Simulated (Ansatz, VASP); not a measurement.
## Cd: VASP beside Ansatz

```xyz
1
Lattice="-1.8770 1.8770 1.8770 1.8770 -1.8770 1.8770 1.8770 1.8770 -1.8770" Properties=species:S:1:pos:R:3 pbc="T T T"
Cd    0.0000    0.0000    0.0000
```

Alike in both runs: task single point; functional revPBE; k mesh 14 × 14 × 14; occupations fermi-dirac, width 0.1 eV; no spin polarisation.

|  | VASP | Ansatz |
| --- | --- | --- |
| version | VASP 6.6.1 | Ansatz 0.2.0 |
| potentials or method | VASP PAW PBE potentials, release 64 (Cd) | plane waves (420 eV) with PAW, scalar-relativistic |
| plane-wave cutoff (eV) | 520 | 420 |
| valence electrons in the cell | 12 | 20 |

Ansatz gave:

```
pressure (GPa) : -1.5
```

What did VASP give for the same quantities?

Pressure (GPa): -1.4.

The two sets of potentials don't hold the same shells in valence.

Caveats: the PAW data sets were made with another functional, which shifts forces and pressure a little (VASP).
